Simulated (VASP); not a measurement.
# CO2 (I-42d) in VASP: further runs

The runs below take CO2 through phonons, dielectric tensor, with LDA.

Program: VASP 6.6.1. These are calculated values, not measurements. Logs are shortened: lines on timing, memory, paths and dates and some standing lists are left out, and cuts for length are marked.

### 1 Starting point

It takes space group I-42d (No. 122, tetragonal). Conventional cell: a = 3.874 Å, b = 3.874 Å, c = 5.900 Å, α = 90.00°, β = 90.00°, γ = 90.00°. C (site symmetry -4) has 4 O at 1.38 Å as nearest neighbours. O (site symmetry 2) is surrounded by 2 C at 1.38 Å.

### 2 Phonons, LDA, target pressure 1.5 GPa, at which the enthalpy is minimised

The input, POSCAR:

```
CO2
1.0
   -1.9370312370      1.9370312370      2.9501563386
    1.9370312370     -1.9370312370      2.9501563386
    1.9370312370      1.9370312370     -2.9501563386
  C               O
     2     4
Direct
     0.0000000000000000    1.0000000000000000    1.0000000000000000
     0.7500000000000000    0.2500000000000000    0.5000000000000000
     0.3750000000000000    0.2948797226224462    0.4198797226224462
     0.7051202773775538    0.1250000000000000    0.0801202773775538
     0.8750000000000000    0.9551202773775538    0.5801202773775538
     0.0448797226224462    0.6250000000000000    0.9198797226224462
```

The input, INCAR.step1:

```
PREC = Accurate
ENCUT = 600
EDIFF = 1E-8
ISMEAR = 0
SIGMA = 0.03
LREAL = F
LASPH = T
NELM = 80
ALGO = Normal
ISIF = 3
LWAVE = F
LCHARG = F
PSTRESS = 15.0
KPAR = 2
IBRION = 2
NSW = 40
EDIFFG = -0.002
```

The input, INCAR.step2:

```
PREC = Accurate
ENCUT = 600
EDIFF = 1E-8
ISMEAR = 0
SIGMA = 0.03
LREAL = F
LASPH = T
NELM = 80
ALGO = Normal
ISIF = 2
LWAVE = F
LCHARG = F
PSTRESS = 15.0
KPAR = 2
IBRION = 6
NFREE = 2
POTIM = 0.015
NSW = 1
```

The input, KPOINTS:

```
Automatic mesh
0
Gamma
  12 12 12
```

Potentials or basis: VASP PAW LDA potentials, release 64 (C, O).

Command:

```sh
$ cat potpaw_LDA.64/C/POTCAR potpaw_LDA.64/O/POTCAR > POTCAR
$ cp INCAR.step1 INCAR
$ mpirun -np 2 vasp_std > vasp.out
$ cp CONTCAR POSCAR
$ cp INCAR.step2 INCAR
$ mpirun -np 2 vasp_std > vasp.out
```

OUTCAR:

```text
PREC = Accurate
   ENCUT = 600
   EDIFF = 1E-8
   ISMEAR = 0
   LREAL = F
   LASPH = T
   NELM = 80
   ISIF = 2
   PSTRESS = 15.0
   IBRION = 6
   NFREE = 2
   POTIM = 0.015
   NSW = 1

 ion  position               nearest neighbor table
   1  0.000  0.000  0.000-   3 1.38   4 1.38   5 1.38   6 1.38
   2  0.750  0.250  0.500-   3 1.38   4 1.38   5 1.38   6 1.38
   3  0.375  0.297  0.422-   1 1.38   2 1.38
   4  0.703  0.125  0.078-   1 1.38   2 1.38
   5  0.875  0.953  0.578-   1 1.38   2 1.38
   6  0.047  0.625  0.922-   1 1.38   2 1.38

  LATTYP: Found a body centered tetragonal cell.
 ALAT       =     3.8542666920
 C/A-ratio  =     1.5308807922

  Lattice vectors:

 A1 = (  -1.9271333460,   1.9271333460,   2.9502114234)
 A2 = (   1.9271333460,  -1.9271333460,   2.9502114234)
 A3 = (   1.9271333460,   1.9271333460,  -2.9502114234)

Analysis of symmetry for initial positions (statically):
=====================================================================
 Subroutine PRICEL returns:
 Original cell was already a primitive cell.

 Routine SETGRP: Setting up the symmetry group for a
 body centered tetragonal supercell.

 Subroutine GETGRP returns: Found  8 space group operations
 (whereof  4 operations were pure point group operations)
 out of a pool of 16 trial point group operations.

The static configuration has the point symmetry S_4 .
 The point group associated with its full space group is D_2d.

Analysis of symmetry for dynamics (positions and initial velocities):
=====================================================================
 Subroutine PRICEL returns:
 Original cell was already a primitive cell.

 Routine SETGRP: Setting up the symmetry group for a
 body centered tetragonal supercell.

 Subroutine GETGRP returns: Found  8 space group operations
 (whereof  4 operations were pure point group operations)
 out of a pool of 16 trial point group operations.

The dynamic configuration has the point symmetry S_4 .
 The point group associated with its full space group is D_2d.

 Subroutine INISYM returns: Found  8 space group operations
 (whereof  4 operations are pure point group operations),
 and found     1 'primitive' translations

----------------------------------------------------------------------------------------

                                     Primitive cell

  volume of cell :      43.8265

  direct lattice vectors                    reciprocal lattice vectors
    -1.927133346  1.927133346  2.950211423     0.000000000  0.259452726  0.169479379
     1.927133346 -1.927133346  2.950211423     0.259452726  0.000000000  0.169479379
     1.927133346  1.927133346 -2.950211423     0.259452726  0.259452726  0.000000000

  length of vectors
     4.016395562  4.016395562  4.016395562     0.309901560  0.309901560  0.366921564

  position of ions in fractional coordinates (direct lattice)
     0.000000000  0.000000000  0.000000000
     0.750000000  0.250000000  0.500000000
     0.375000000  0.296756082  0.421756082
     0.703243918  0.125000000  0.078243918
     0.875000000  0.953243918  0.578243918
     0.046756082  0.625000000  0.921756082

  ion indices of the primitive-cell ions
   primitive index   ion index
                 1           1
                 2           2
                 3           3
                 4           4
                 5           5
                 6           6

----------------------------------------------------------------------------------------

 KPOINTS: Automatic mesh

Automatic generation of k-mesh.
[... 79 lines left out ...]
   EMIN   =  10.00;   EMAX   =-10.00  energy-range for DOS
   EFERMI =   0.00;   METHOD = LEGACY
   ISMEAR =     0;   SIGMA  =   0.03  broadening in eV -4-tet -1-fermi 0-gaus
   EFERMI_NEDOS =   21; number of points for ismear=-14 and -15
   IALGO  =     38    algorithm
   IMIX   =      4    mixing-type and parameters
     AMIX     =   0.40;   BMIX     =  1.00
     AMIX_MAG =   1.60;   BMIX_MAG =  1.00
  volume/ion in A,a.u.               =       7.30        49.29
  Fermi-wavevector in a.u.,A,eV,Ry     =   1.474164  2.785767 29.567648  2.173161
  Thomas-Fermi vector in A             =   2.588969
   LORBIT       =      0    0 simple, 1 ext, 2 COOP (PROOUT), +10 PAW based schemes
   GGA     = CA    functional components
   LHFCALC =     F    Hartree Fock is set to
   AEXX    =    0.0000 exact exchange contribution
   IVDW    =     0    specifies the selected vdW correction
   LEPSILON=     F    determine dielectric tensor
   LRPA    =     F    only Hartree local field effects (RPA)
 finite differences with symmetry
 non-spin polarized calculation
 Gauss-broadening in eV      SIGMA  =   0.03
  energy-cutoff  :      600.00
  volume of cell :       43.83
 maximum number of plane-waves:      1492
   NGX = 15   NGY = 15   NGZ = 15

--------------------------------------- Ionic step        1  -------------------------------------------

 number of electron      32.0000010 magnetization

 Free energy of the ion-electron system (eV)
  ---------------------------------------------------
  ext. energy  EPLUGINS =         0.00000000
  ---------------------------------------------------
  free energy    TOTEN  =       -49.12379089 eV

  energy without entropy =      -49.12379089  energy(sigma->0) =      -49.12379089

------------------------ aborting loop because EDIFF is reached ----------------------------------------

  FORCE on cell =-STRESS in cart. coord.  units (eV):
  Direction    XX          YY          ZZ          XY          YZ          ZX
  --------------------------------------------------------------------------------------
  -------------------------------------------------------------------------------------
  Total        0.4185987      0.4185987      0.4156105      0.0000000     -0.0000000      0.0000000
  in kB       15.3028317     15.3028317     15.1935922      0.0000000     -0.0000000      0.0000000
  external PRESSURE =       0.2664185 kB  Pullay stress =      15.0000000 kB
[... 109 lines left out ...]
  energy  without entropy=      -49.1195871294  energy(sigma->0) =      -49.11958713

  enthalpy is  TOTEN    =       -48.7092721796 eV   P V=        0.4103149499

[... ionic steps 4 to 8 ...]

--------------------------------------- Ionic step        9  -------------------------------------------

 number of electron      32.0000009 magnetization

------------------------ aborting loop because EDIFF is reached ----------------------------------------
[... 79 lines left out ...]
--------------------------------------- Ionic step       11  -------------------------------------------

 number of electron      32.0000009 magnetization

 Free energy of the ion-electron system (eV)
  ---------------------------------------------------
  ext. energy  EPLUGINS =         0.00000000
  ---------------------------------------------------
  free energy    TOTEN  =       -49.12096069 eV

  energy without entropy =      -49.12096069  energy(sigma->0) =      -49.12096069

 E-fermi :   2.9424     XC(G=0): -12.0871

 val. band max:        2.7465558379   @ k =  -0.0000  -0.5000   0.0000
 cond. band min:      10.2278699672   @ k =   0.0000   0.0000   0.0000
 fundamental gap:      7.4813141292
 Fermi energy:         2.9424498986

 k-point     1 :       0.0000    0.0000    0.0000
  band No.  band energies     occupation
      1     -21.6759      2.00000
      2     -16.2212      2.00000
      3     -16.2118      2.00000
      4     -15.5003      2.00000
      5     -11.9844      2.00000
      6      -7.3771      2.00000
[... 541 lines left out ...]
     19      12.9485      0.00000
     20      13.3077      0.00000

 [... further k-points ...]
[... 5 lines left out ...]
  --------------------------------------------------------------------------------------
  -------------------------------------------------------------------------------------
  Total        0.4249209      0.4290706      0.4173550      0.0738682      0.0065741      0.2248150
  in kB       15.5339556     15.6856544     15.2573659      2.7004209      0.2403307      8.2186270
  external PRESSURE =       0.4923253 kB  Pullay stress =      15.0000000 kB
[... 25 lines left out ...]
  energy  without entropy=      -49.1209606904  energy(sigma->0) =      -49.12096069

  enthalpy is  TOTEN    =       -48.7106457405 eV   P V=        0.4103149499

 INTERNAL STRAIN TENSORS FROM DISPLACED ATOMS
 ============================================

 INTERNAL STRAIN TENSOR FOR ION    1 for displacements in x,y,z  (eV/Angst):
          X           Y           Z          XY          YZ          ZX
  --------------------------------------------------------------------------------
  x     0.00000     0.00000     0.00000     0.00000     6.94678   -14.41327
  y     0.00000     0.00000     0.00000     0.00000    14.41327     6.94678
  z   -15.07288    15.07288     0.00000     9.84047     0.00000     0.00000

 INTERNAL STRAIN TENSOR FOR ION    6 for displacements in x,y,z  (eV/Angst):
          X           Y           Z          XY          YZ          ZX
  --------------------------------------------------------------------------------
  x     0.00000     0.00000    -0.00000   -17.83263    -4.73156    -0.00000
  y   -10.12999   -26.65368    -9.82914     0.00000     0.00000    -2.21845
  z    -0.00000     0.00000     0.00000    -4.92478   -14.99235     0.00000

 Eigenvectors and eigenvalues of the dynamical matrix
 ----------------------------------------------------

   1 f  =   33.572037 THz   210.939327 2PiTHz 1119.842603 cm-1   138.842725 meV
             X         Y         Z           dx          dy          dz
      0.000000  0.000000  0.000000    -0.000000    0.000000   -0.705248
     -0.000000  1.927133  1.475106     0.000000    0.000000    0.705248
      0.661994  0.963567  0.737553     0.036226    0.000000    0.000000
     -0.963567  1.265140  2.212659     0.000000    0.036226   -0.000000
      1.265140  0.963567  3.687764    -0.036226   -0.000000    0.000000
      2.890700  0.661994 -0.737553    -0.000000   -0.036226   -0.000000
[... 145 lines left out ...]
  18 f/i=    0.006644 THz     0.041745 2PiTHz    0.221617 cm-1     0.027477 meV
             X         Y         Z           dx          dy          dz
      0.000000  0.000000  0.000000    -0.000000   -0.000000   -0.369548
     -0.000000  1.927133  1.475106    -0.000000   -0.000000   -0.369548
      0.661994  0.963567  0.737553    -0.000000    0.000022   -0.426283
     -0.963567  1.265140  2.212659    -0.000022   -0.000000   -0.426283
      1.265140  0.963567  3.687764    -0.000000   -0.000022   -0.426283
      2.890700  0.661994 -0.737553     0.000022   -0.000000   -0.426283

 ELASTIC MODULI CONTR FROM IONIC RELAXATION (kBar)
 Direction    XX          YY          ZZ          XY          YZ          ZX
 --------------------------------------------------------------------------------
 XX       -2514.2088  -1321.7612  -1025.0278     -0.0000     -0.0000     -0.0000
 YY       -1321.7612  -2514.2088  -1025.0278     -0.0000      0.0000     -0.0000
 ZZ       -1025.0278  -1025.0278   -547.8051     -0.0000      0.0000     -0.0000
 XY          -0.0000     -0.0000     -0.0000  -1182.7303      0.0000      0.0000
 YZ          -0.0000      0.0000     -0.0000      0.0000  -1378.3917      0.0000
 ZX          -0.0000     -0.0000     -0.0000     -0.0000      0.0000  -1378.3917
 --------------------------------------------------------------------------------
```

Run time: 26 min. Hardware: 2 MPI ranks of AMD EPYC 9R45 (Zen 5), shared host; peak memory 1.1 GiB.

Results:

* Relaxed volume: 7.30 Å³/atom
* Relaxed cell: a = 4.016 Å, b = 4.016 Å, c = 4.016 Å, α = 122.65°, β = 122.65°, γ = 85.46°
* Space group after relaxing (to 0.05 Å): I-42d (No. 122)
* Highest phonon frequency at Γ, LO-TO splitting left out: 1120 cm⁻¹

Step by step:
| step | energy change (eV) | largest force (eV/Å) | pressure (GPa) | volume (Å³) |
| --- | --- | --- | --- | --- |
| 1 | 0.0000 | 0.0027 | -0.03 | 44.28 |
| 2 | 0.0043 | 0.1618 | 3.10 | 43.83 |
| 3 | 0.0010 | 0.0771 | 1.48 | 44.06 |
| 4 | 0.0013 | 0.0324 | 1.50 | 43.95 |
| 5 | 0.0019 | 0.0021 | 1.51 | 43.86 |
| 6 | 0.0020 | 0.0004 | 1.54 | 43.85 |
| 7 | 0.0022 | 0.0035 | 1.61 | 43.81 |
| 8 | 0.0018 | 0.0189 | 1.23 | 43.85 |
| 9 | 0.0021 | 0.0027 | 1.51 | 43.82 |
| 10 | 0.0020 | 0.0006 | 1.50 | 43.83 |

Final structure:
```
CELL_PARAMETERS angstrom
-1.92713 1.92713 2.95021
1.92713 -1.92713 2.95021
1.92713 1.92713 -2.95021
ATOMIC_POSITIONS crystal
C 0.00000 0.00000 0.00000
C 0.75000 0.25000 0.50000
O 0.37500 0.29676 0.42176
O 0.70324 0.12500 0.07824
O 0.87500 0.95324 0.57824
O 0.04676 0.62500 0.92176
```

Phonon frequencies in cm⁻¹ (negative: imaginary):
```tsv
q point	frequencies
(0.000, 0.000, 0.000)	0 0 0 358 358 548 662 705 797 861 861 941 941 955 1083 1083 1108 1120
```

### 3 Dielectric tensor, LDA

This run uses another cell than the first one, of 7.30 Å³/atom, 0.990 times its volume.

The input, INCAR:

```
PREC = Accurate
ENCUT = 600
EDIFF = 1E-8
ISMEAR = 0
SIGMA = 0.03
LREAL = F
LASPH = T
NELM = 80
ALGO = Normal
ISIF = 2
LWAVE = F
LCHARG = F
LEPSILON = T
KPAR = 2
```

KPOINTS is that of step 2.

The input, POSCAR:

```
CO2                                     
1.0
   -1.9271333460      1.9271333460      2.9502114234
    1.9271333460     -1.9271333460      2.9502114234
    1.9271333460      1.9271333460     -2.9502114234
  C               O             
     2     4
Direct
     0.0000000000000000    0.0000000000000000    0.0000000000000000
     0.7500000000000000    0.2500000000000000    0.5000000000000000
     0.3750000000000000    0.2967560822266926    0.4217560822266926
     0.7032439177733072    0.1250000000000000    0.0782439177733073
     0.8750000000000000    0.9532439177733072    0.5782439177733072
     0.0467560822266927    0.6250000000000000    0.9217560822266928
```

Potentials or basis: VASP PAW LDA potentials, release 64 (C, O).

Command:

```sh
$ cat potpaw_LDA.64/C/POTCAR potpaw_LDA.64/O/POTCAR > POTCAR
$ mpirun -np 2 vasp_std > vasp.out
```

OUTCAR:

```text
PREC = Accurate
   ENCUT = 600
   EDIFF = 1E-8
   ISMEAR = 0
   LREAL = F
   LASPH = T
   NELM = 80
   ISIF = 2
   LEPSILON = T

 ion  position               nearest neighbor table
   1  0.000  0.000  0.000-   4 1.38   3 1.38   5 1.38   6 1.38
   2  0.750  0.250  0.500-   5 1.38   4 1.38   3 1.38   6 1.38
   3  0.375  0.297  0.422-   1 1.38   2 1.38
   4  0.703  0.125  0.078-   1 1.38   2 1.38
   5  0.875  0.953  0.578-   2 1.38   1 1.38
   6  0.047  0.625  0.922-   1 1.38   2 1.38

  LATTYP: Found a body centered tetragonal cell.
 ALAT       =     3.8542666920
 C/A-ratio  =     1.5308807922

  Lattice vectors:

 A1 = (  -1.9271333460,   1.9271333460,   2.9502114234)
 A2 = (   1.9271333460,  -1.9271333460,   2.9502114234)
 A3 = (   1.9271333460,   1.9271333460,  -2.9502114234)
[... 825 lines left out ...]

 PIEZOELECTRIC TENSOR (including local field effects)  for field in x, y, z        (e  Angst)
          XX          YY          ZZ          XY          YZ          ZX
  --------------------------------------------------------------------------------
  x     0.00000     0.00000    -0.00000     0.00000    -1.25497     0.00000
  y     0.00000     0.00000     0.00000     0.00000     0.00000    -1.25497
  z     0.00000     0.00000     0.00000    -1.64311     0.00000     0.00000

 PIEZOELECTRIC TENSOR (including local field effects)  for field in x, y, z        (C/m^2)
          XX          YY          ZZ          XY          YZ          ZX
  --------------------------------------------------------------------------------
  x     0.00000     0.00000    -0.00000     0.00000    -0.45878     0.00000
  y     0.00000     0.00000     0.00000     0.00000     0.00000    -0.45878
  z     0.00000     0.00000     0.00000    -0.60068     0.00000     0.00000

 BORN EFFECTIVE CHARGES (including local field effects) (in |e|, cummulative output)
 ---------------------------------------------------------------------------------
 ion    1
    1     2.89384    -0.70656     0.00000
    2     0.70656     2.89384     0.00000
    3    -0.00000     0.00000     2.83217
 ion    2
    1     2.89384     0.70656     0.00000
    2    -0.70656     2.89384     0.00000
    3    -0.00000     0.00000     2.83217
 ion    3
    1    -0.93914     0.00000     0.00000
    2     0.00000    -1.95470    -0.82916
    3     0.00000    -0.70587    -1.41609
 ion    4
    1    -1.95470     0.00000     0.82916
    2     0.00000    -0.93914     0.00000
    3     0.70587     0.00000    -1.41609
 ion    5
    1    -0.93914    -0.00000     0.00000
    2     0.00000    -1.95470     0.82916
    3     0.00000     0.70587    -1.41609
 ion    6
    1    -1.95470     0.00000    -0.82916
    2     0.00000    -0.93914    -0.00000
    3    -0.70587     0.00000    -1.41609
```

OSZICAR:

```text
N       E                     dE             d eps       ncg     rms          rms(c)
DAV:   1     0.192355143530E+03    0.19236E+03   -0.20988E+04  6520   0.180E+03
DAV:   2    -0.440844707816E+02   -0.23644E+03   -0.22885E+03  8840   0.363E+02
DAV:   3    -0.522367790416E+02   -0.81523E+01   -0.81202E+01  7824   0.731E+01
DAV:   4    -0.523286439228E+02   -0.91865E-01   -0.91647E-01  8132   0.839E+00
[... 11 lines left out ...]
RMM:   6    -0.283819252597E+00   -0.63040E-04   -0.44103E-06 20000   0.151E-02    0.314E-03
RMM:   7    -0.283832027734E+00   -0.12775E-04   -0.15332E-07 20072   0.293E-03    0.743E-04
RMM:   8    -0.283843604029E+00   -0.11576E-04   -0.64959E-08 19709   0.136E-03    0.217E-04
RMM:   9    -0.283841879369E+00    0.17247E-05   -0.30554E-08 18658   0.430E-04    0.335E-05
RMM:  10    -0.283841765100E+00    0.11427E-06   -0.22912E-08 12277   0.147E-04    0.106E-05
RMM:  11    -0.283841825264E+00   -0.60164E-07   -0.40677E-08  8744   0.124E-04    0.122E-06
```

Wall time 12 min (2 MPI ranks of AMD EPYC 9R45 (Zen 5), shared host); peak memory 1 GiB.

Results:

```yaml
Band_gap_on_the_k_mesh: 7.49 eV, indirect (least direct gap 7.95 eV)
Electronic_dielectric_tensor_diagonal: 3.24, 3.24, 3.21
Born_charges_mean_of_the_diagonal: C +2.87; O -1.44 e
```

Electronic dielectric tensor:
```
3.24 0.00 0.00
0.00 3.24 0.00
0.00 0.00 3.21
```

Born effective charge tensors (e):
atom 1, C
```
 2.89 -0.71  0.00
 0.71  2.89  0.00
 0.00  0.00  2.83
```
atom 2, C
```
 2.89  0.71  0.00
-0.71  2.89  0.00
 0.00  0.00  2.83
```
atom 3, O
```
-0.94  0.00  0.00
 0.00 -1.95 -0.83
 0.00 -0.71 -1.42
```
atom 4, O
```
-1.95  0.00  0.83
 0.00 -0.94  0.00
 0.71  0.00 -1.42
```
atom 5, O
```
-0.94  0.00  0.00
 0.00 -1.95  0.83
 0.00  0.71 -1.42
```
atom 6, O
```
-1.95  0.00 -0.83
 0.00 -0.94  0.00
-0.71  0.00 -1.42
```

A k mesh can miss the band edges. A hybrid or GW would open this gap; LDA tends to underestimate it.
